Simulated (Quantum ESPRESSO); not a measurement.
# PbS (Galena) (Fm-3m) in Quantum ESPRESSO: a series of runs

One crystal, PbS (Galena), is run at these levels: PBE; tasks: phonons.

Program: Quantum ESPRESSO 7.5. These are calculated values, not measurements. Logs are shortened: lines on timing, memory, paths and dates and some standing lists are left out, and cuts for length are marked.

## (1) The crystal as given

Symmetry: Fm-3m, No. 225, cubic system. Conventional cell: a = 5.931 Å, b = 5.931 Å, c = 5.931 Å, α = 90.00°, β = 90.00°, γ = 90.00°. Pb (site symmetry m-3m) is surrounded by 6 S at 2.97 Å. S (site symmetry m-3m) has 6 Pb at 2.97 Å as nearest neighbours.

## (2) Phonons, PBE, target pressure 2 GPa, at which the enthalpy is minimised

The input, pw.in:

```
&CONTROL
  calculation = 'scf'
  prefix = 'pwscf'
  outdir = './tmp'
  pseudo_dir = './pseudo'
  tprnfor = .true.
  tstress = .true.
  disk_io = 'low'
/
&SYSTEM
  ibrav = 0
  nat = 2
  ntyp = 2
  ecutwfc = 56
  nbnd = 16
  occupations = 'smearing'
  smearing = 'fd'
  degauss = 0.00367493
/
&ELECTRONS
  conv_thr = 4d-10
  electron_maxstep = 120
  mixing_beta = 0.5
/
ATOMIC_SPECIES
Pb   207.2000 Pb.upf
S     32.0600 S.upf
CELL_PARAMETERS angstrom
   0.0000000000    2.9657500000    2.9657500000
   2.9657500000    0.0000000000    2.9657500000
   2.9657500000    2.9657500000    0.0000000000
ATOMIC_POSITIONS crystal
Pb     0.0000000000    0.0000000000    0.0000000000
S      0.5000000000    0.5000000000    0.5000000000
K_POINTS automatic
4 4 4 1 1 1
```

The input, relax.in:

```
&CONTROL
  calculation = 'vc-relax'
  prefix = 'pwscf'
  outdir = './tmp'
  pseudo_dir = './pseudo'
  tprnfor = .true.
  tstress = .true.
  disk_io = 'low'
  nstep = 40
  forc_conv_thr = 0.0001
  etot_conv_thr = 1d-06
/
&SYSTEM
  ibrav = 0
  nat = 2
  ntyp = 2
  ecutwfc = 56
  nbnd = 16
  occupations = 'smearing'
  smearing = 'fd'
  degauss = 0.00367493
/
&ELECTRONS
  conv_thr = 4d-10
  electron_maxstep = 120
  mixing_beta = 0.5
/
&IONS
  ion_dynamics = 'bfgs'
/
&CELL
  cell_dynamics = 'bfgs'
  press = 20
  press_conv_thr = 0.2
/
ATOMIC_SPECIES
Pb   207.2000 Pb.upf
S     32.0600 S.upf
CELL_PARAMETERS angstrom
   0.0000000000    2.9657500000    2.9657500000
   2.9657500000    0.0000000000    2.9657500000
   2.9657500000    2.9657500000    0.0000000000
ATOMIC_POSITIONS crystal
Pb     0.0000000000    0.0000000000    0.0000000000
S      0.5000000000    0.5000000000    0.5000000000
K_POINTS automatic
4 4 4 1 1 1
```

The input, gamma.in:

```
&CONTROL
  calculation = 'bands'
  prefix = 'pwscf'
  outdir = './tmp'
  pseudo_dir = './pseudo'
  disk_io = 'low'
  verbosity = 'high'
/
&SYSTEM
  ibrav = 0
  nat = 2
  ntyp = 2
  ecutwfc = 56
  nbnd = 16
  occupations = 'smearing'
  smearing = 'fd'
  degauss = 0.00367493
/
&ELECTRONS
  conv_thr = 1d-08
  electron_maxstep = 120
  mixing_beta = 0.5
  diago_full_acc = .true.
  startingwfc = 'random'
/
ATOMIC_SPECIES
Pb   207.2000 Pb.upf
S     32.0600 S.upf
CELL_PARAMETERS angstrom
   0.0000000000    2.9673500159    2.9673500159
   2.9673500159    0.0000000000    2.9673500159
   2.9673500159    2.9673500159    0.0000000000
ATOMIC_POSITIONS crystal
Pb     0.0000000000    0.0000000000    0.0000000000
S      0.5000000000    0.5000000000    0.5000000000
K_POINTS crystal
1
0.0 0.0 0.0 1
```

The input, scf2.in:

```
&CONTROL
  calculation = 'scf'
  prefix = 'pwscf'
  outdir = './tmp'
  pseudo_dir = './pseudo'
  tprnfor = .true.
  tstress = .true.
  disk_io = 'low'
/
&SYSTEM
  ibrav = 0
  nat = 2
  ntyp = 2
  ecutwfc = 56
  nbnd = 16
  occupations = 'fixed'
/
&ELECTRONS
  conv_thr = 1d-13
  electron_maxstep = 120
  mixing_beta = 0.5
  startingpot = 'file'
/
ATOMIC_SPECIES
Pb   207.2000 Pb.upf
S     32.0600 S.upf
CELL_PARAMETERS angstrom
   0.0000000000    2.9673500159    2.9673500159
   2.9673500159    0.0000000000    2.9673500159
   2.9673500159    2.9673500159    0.0000000000
ATOMIC_POSITIONS crystal
Pb     0.0000000000    0.0000000000    0.0000000000
S      0.5000000000    0.5000000000    0.5000000000
K_POINTS automatic
4 4 4 1 1 1
```

The input, ph.in:

```
phonons of PbS
&INPUTPH
  prefix = 'pwscf'
  outdir = './tmp'
  tr2_ph = 1d-18
  fildyn = 'dyn'
  niter_ph = 90
  alpha_mix(1) = 0.7
  epsil = .true.
/
0.0000000000 0.0000000000 0.0000000000
```

The input, dynmat.in:

```
&INPUT
  fildyn = 'dyn'
  asr = 'crystal'
  lperm = .true.
  filout = 'dynmat.disp'
  fileig = 'dynmat.eig'
/
```

The input, dynmat_lo.in:

```
&INPUT
  fildyn = 'dyn'
  asr = 'crystal'
  filout = 'dynmat_lo.disp'
  fileig = 'dynmat_lo.eig'
  q(1) = 0
  q(2) = 0
  q(3) = 1
/
```

Potentials or basis: PseudoDojo 0.4.1 SR PBE standard.

The run is started by

```
> OMP_NUM_THREADS=1 pw.x -in pw.in > pw.out
> OMP_NUM_THREADS=1 pw.x -in relax.in > relax.out
> OMP_NUM_THREADS=1 pw.x -in gamma.in > gamma.out
> OMP_NUM_THREADS=1 pw.x -in scf2.in > scf2.out
> OMP_NUM_THREADS=1 ph.x -in ph.in > ph.out
> OMP_NUM_THREADS=1 dynmat.x -in dynmat.in > dynmat.out
> OMP_NUM_THREADS=1 dynmat.x -in dynmat_lo.in > dynmat_lo.out
```

pw.out:

```text
This program is part of the open-source Quantum ESPRESSO suite
     for quantum simulation of materials; please cite
[... 9 lines left out ...]
     --------------------
     sticks:   dense  smooth     PW     G-vecs:    dense   smooth      PW
     Sum         955     955    295                19891    19891    3287

     Using Slab Decomposition

     bravais-lattice index     =            0
     lattice parameter (alat)  =       7.9259  a.u.
     unit-cell volume          =     352.0710 (a.u.)^3
     number of atoms/cell      =            2
     number of atomic types    =            2
     number of electrons       =        20.00
     number of Kohn-Sham states=           16
     kinetic-energy cutoff     =      56.0000  Ry
     charge density cutoff     =     224.0000  Ry
     scf convergence threshold =      4.0E-10
     mixing beta               =       0.5000
     number of iterations used =            8  plain     mixing
     Exchange-correlation= PBE
                           (   1   4   3   4   0   0   0)

     celldm(1)=   7.925897  celldm(2)=   0.000000  celldm(3)=   0.000000
     celldm(4)=   0.000000  celldm(5)=   0.000000  celldm(6)=   0.000000

[... 8 lines left out ...]
               b(3) = (  0.707107  0.707107 -0.707107 )

     PseudoPot. # 1 for Pb read from file:
     Pb.upf
     Pseudo is Norm-conserving + core correction, Zval = 14.0
     Generated using ONCVPSP code by D. R. Hamann
     Using radial grid of 1678 points,  6 beta functions with:
                l(1) =   0
                l(2) =   0
                l(3) =   1
                l(4) =   1
                l(5) =   2
                l(6) =   2

     PseudoPot. # 2 for S  read from file:
     S.upf
     Pseudo is Norm-conserving + core correction, Zval =  6.0
     Generated using ONCVPSP code by D. R. Hamann
     Using radial grid of 1146 points,  6 beta functions with:
                l(1) =   0
                l(2) =   0
                l(3) =   1
                l(4) =   1
                l(5) =   2
                l(6) =   2

     atomic species   valence    mass     pseudopotential
     Pb               14.00   207.20000     Pb( 1.00)
     S                 6.00    32.06000     S ( 1.00)

     48 Sym. Ops., with inversion, found

   Cartesian axes

     site n.     atom                  positions (alat units)
         1        Pb     tau(   1) = (   0.0000000   0.0000000   0.0000000  )
         2        S      tau(   2) = (   0.7071068   0.7071068   0.7071068  )

     number of k points=    10  Fermi-Dirac smearing, width (Ry)=  0.0037
                       cart. coord. in units 2pi/alat
        k(    1) = (   0.0883883   0.0883883   0.0883883), wk =   0.0625000
        k(    2) = (   0.2651650   0.2651650  -0.0883883), wk =   0.1875000
        k(    3) = (  -0.2651650  -0.2651650   0.4419417), wk =   0.1875000
        k(    4) = (  -0.0883883  -0.0883883   0.2651650), wk =   0.1875000
        k(    5) = (   0.4419417   0.0883883   0.0883883), wk =   0.1875000
        k(    6) = (  -0.0883883  -0.4419417   0.6187184), wk =   0.3750000
        k(    7) = (   0.0883883  -0.2651650   0.4419417), wk =   0.3750000
        k(    8) = (  -0.6187184   0.0883883   0.0883883), wk =   0.1875000
        k(    9) = (   0.2651650   0.2651650   0.2651650), wk =   0.0625000
        k(   10) = (  -0.2651650  -0.2651650   0.7954951), wk =   0.1875000

     Dense  grid:    19891 G-vectors     FFT dimensions: (  40,  40,  40)

     Initial potential from superposition of free atoms

     starting charge      19.9978, renormalised to      20.0000
     Starting wfcs are   13 randomized atomic wfcs +    3 random wfcs

     Self-consistent Calculation

     iteration #  1     ecut=    56.00 Ry     beta= 0.50
     Davidson diagonalization with overlap
     ethr =  1.00E-02,  avg # of iterations =  5.7

     Threshold (ethr) on eigenvalues was too large:
     Diagonalizing with lowered threshold

     Davidson diagonalization with overlap
     ethr =  6.43E-04,  avg # of iterations =  1.4

     total energy              =    -162.88221343 Ry
     estimated scf accuracy    <       0.12495225 Ry

     iteration #  2     ecut=    56.00 Ry     beta= 0.50
     Davidson diagonalization with overlap
     ethr =  6.25E-04,  avg # of iterations =  2.1

     total energy              =    -162.91603329 Ry
     estimated scf accuracy    <       0.01637509 Ry

     iteration #  3     ecut=    56.00 Ry     beta= 0.50
     Davidson diagonalization with overlap
     ethr =  8.19E-05,  avg # of iterations =  3.7

     total energy              =    -162.91912670 Ry
     estimated scf accuracy    <       0.00097374 Ry

     iteration #  4     ecut=    56.00 Ry     beta= 0.50
     Davidson diagonalization with overlap
     ethr =  4.87E-06,  avg # of iterations =  6.6

     total energy              =    -162.91921327 Ry
     estimated scf accuracy    <       0.00002725 Ry

     iteration #  5     ecut=    56.00 Ry     beta= 0.50
     Davidson diagonalization with overlap
     ethr =  1.36E-07,  avg # of iterations =  1.9

     total energy              =    -162.91919503 Ry
     estimated scf accuracy    <       0.00004857 Ry

     iteration #  6     ecut=    56.00 Ry     beta= 0.50
     Davidson diagonalization with overlap
     ethr =  1.36E-07,  avg # of iterations =  2.0

     total energy              =    -162.91919658 Ry
     estimated scf accuracy    <       0.00000308 Ry

     iteration #  7     ecut=    56.00 Ry     beta= 0.50
     Davidson diagonalization with overlap
     ethr =  1.54E-08,  avg # of iterations =  2.0

     total energy              =    -162.91919699 Ry
     estimated scf accuracy    <       0.00000016 Ry

     iteration #  8     ecut=    56.00 Ry     beta= 0.50
     Davidson diagonalization with overlap
     ethr =  8.17E-10,  avg # of iterations =  2.2

     total energy              =    -162.91919702 Ry
     estimated scf accuracy    <       0.00000002 Ry

     iteration #  9     ecut=    56.00 Ry     beta= 0.50
     Davidson diagonalization with overlap
     ethr =  8.57E-11,  avg # of iterations =  2.7

     total energy              =    -162.91919702 Ry
     estimated scf accuracy    <          6.9E-10 Ry

     iteration # 10     ecut=    56.00 Ry     beta= 0.50
     Davidson diagonalization with overlap
     ethr =  3.47E-12,  avg # of iterations =  2.8

     End of self-consistent calculation

          k = 0.0884 0.0884 0.0884 (  2508 PWs)   bands (ev):

    -8.1019  -8.0995  -8.0995  -8.0855  -8.0855  -4.7591   2.2129   6.5820
     6.5820   6.8781  12.6949  13.1299  13.1299  15.3997  15.7890  15.7890

          k = 0.2652 0.2652-0.0884 (  2492 PWs)   bands (ev):

    -8.1120  -8.1058  -8.0981  -8.0772  -8.0663  -4.1250   0.8709   5.8359
     6.9854   8.1081  10.1220  11.1592  12.6110  16.1183  16.5175  18.3072

          k =-0.2652-0.2652 0.4419 (  2490 PWs)   bands (ev):

    -8.1330  -8.1096  -8.0958  -8.0639  -8.0520  -3.5970   0.0376   6.1479
     6.5654   7.7254   9.9957  11.2516  11.7211  16.5445  18.7493  18.9979

          k =-0.0884-0.0884 0.2652 (  2518 PWs)   bands (ev):

    -8.1138  -8.1059  -8.0924  -8.0837  -8.0714  -4.4161   1.5114   6.2337
     6.3117   7.6917  10.7182  12.7189  12.9863  14.6379  17.0507  17.3678

          k = 0.4419 0.0884 0.0884 (  2487 PWs)   bands (ev):

    -8.1687  -8.1150  -8.0781  -8.0639  -8.0550  -3.8168   1.0554   5.5943
     5.7597   6.2254  11.7956  12.8365  13.3147  14.1654  19.0937  19.1177

          k =-0.0884-0.4419 0.6187 (  2494 PWs)   bands (ev):

    -8.1908  -8.1004  -8.0835  -8.0678  -8.0461  -3.2615   0.6598   4.3097
     4.9661   7.1772  11.2809  12.9826  13.4656  15.6903  17.9817  20.3055

          k = 0.0884-0.2652 0.4419 (  2480 PWs)   bands (ev):

    -8.1489  -8.1004  -8.0945  -8.0684  -8.0569  -3.6417   0.4970   5.2712
     6.0533   7.5335  10.5422  11.9052  12.8152  15.7724  18.4654  19.0032

          k =-0.6187 0.0884 0.0884 (  2482 PWs)   bands (ev):

    -8.2208  -8.1211  -8.0660  -8.0486  -8.0450  -3.2930   1.1515   3.9457
     5.4415   5.6075  12.6127  13.7423  13.7953  14.3446  20.1621  20.2252

          k = 0.2652 0.2652 0.2652 (  2488 PWs)   bands (ev):

    -8.1147  -8.1147  -8.0997  -8.0596  -8.0596  -3.9102   0.2896   6.8480
     6.8480   8.1800   9.8127  11.0087  11.0087  16.4538  17.8877  17.8877

          k =-0.2652-0.2652 0.7955 (  2493 PWs)   bands (ev):

    -8.1600  -8.0955  -8.0878  -8.0724  -8.0570  -3.4009   0.3134   4.6755
     6.3316   7.1189  10.8753  11.7041  13.1416  16.5406  18.0877  18.2206

     the Fermi energy is     9.0078 ev

!    total energy              =    -162.91919702 Ry
     estimated scf accuracy    <          1.1E-11 Ry
     smearing contrib. (-TS)   =      -0.00000000 Ry
     internal energy E=F+TS    =    -162.91919702 Ry

     The total energy is F=E-TS. E is the sum of the following terms:
     one-electron contribution =     -35.82408600 Ry
     hartree contribution      =      30.47606901 Ry
     xc contribution           =     -46.34153594 Ry
     ewald contribution        =    -111.22964409 Ry

     convergence has been achieved in  10 iterations

     Forces acting on atoms (cartesian axes, Ry/au):

     atom    1 type  1   force =     0.00000000    0.00000000   -0.00000000
     atom    2 type  2   force =     0.00000000    0.00000000   -0.00000000

     Total force =     0.000000     Total SCF correction =     0.000000

     Computing stress (Cartesian axis) and pressure

          total   stress  (Ry/bohr**3)                   (kbar)     P=       21.00
   0.00014274   0.00000000   0.00000000           21.00        0.00        0.00
   0.00000000   0.00014274   0.00000000            0.00       21.00        0.00
   0.00000000   0.00000000   0.00014274            0.00        0.00       21.00

=------------------------------------------------------------------------------=
   JOB DONE.
=------------------------------------------------------------------------------=
```

It took 2.6 min on 1 thread of Arm Neoverse V2, shared host; peak memory 0.07 GiB.

Results:

- Free energy: -2216.6297 eV
- Relaxed volume: 26.13 Å³/atom
- Relaxed cell: a = 4.196 Å, b = 4.196 Å, c = 4.196 Å, α = 60.00°, β = 60.00°, γ = 60.00°
- Space group after relaxing (to 0.05 Å): Fm-3m (No. 225)
- Pressure after relaxing: 2.0 GPa
- Electronic dielectric tensor (diagonal): 12.24
- Born charges (mean of the diagonal): Pb +4.46; S -4.03 e
- Highest phonon frequency at Γ, LO-TO splitting left out: 85 cm⁻¹
- Static dielectric tensor (diagonal): 96.03

The path:
```tsv
step	energy change (eV)	largest force (eV/Å)	pressure (GPa)	volume (Å³)
1	0.0000	0.0000	2.10	52.17
2	-0.0003	0.0000	2.07	52.20
3	-0.0007	0.0000	2.03	52.23
4	-0.0011	0.0000	2.00	52.26
```

Final structure:
```
CELL_PARAMETERS angstrom
0.00000 2.96735 2.96735
2.96735 0.00000 2.96735
2.96735 2.96735 0.00000
ATOMIC_POSITIONS crystal
Pb 0.00000 0.00000 0.00000
S 0.50000 0.50000 0.50000
```

Phonon frequencies in cm⁻¹ (negative: imaginary):
```tsv
q point	frequencies
(0.000, 0.000, 0.000)	-2 -2 -2 85 85 85
```

Electronic dielectric tensor:
```
12.24  0.00  0.00
 0.00 12.24  0.00
 0.00  0.00 12.24
```

Born effective charge tensors (e):
atom 1, Pb
```
4.46 0.00 0.00
0.00 4.46 0.00
0.00 0.00 4.46
```
atom 2, S
```
-4.03  0.00  0.00
 0.00 -4.03  0.00
 0.00  0.00 -4.03
```

Optical modes at Γ, degenerate ones joined, polar ones without the macroscopic field:
```
cm⁻¹  components  symmetry  active in  IR intensity, summed ((D/Å)²/amu)
  85           3       T1u         IR                              44.99
```

Zone-centre frequencies without and with the macroscopic field along z (cm⁻¹):
```csv
,optical modes in rising order
without,85 85 85
with the field,85 85 239
```

Static dielectric tensor, electrons and zone-centre modes:
```
96.03  0.00  0.00
 0.00 96.03  0.00
 0.00  0.00 96.03
```

Caveat: the mesh is thin for the dielectric tensor, Born charges and intensities, which usually come out too large; the Born charges break their sum rule by 0.43 e, a sign of too thin a mesh. Spin-orbit coupling is left out, which matters for the levels of Pb.

(Part 1 of 2 ends here.)
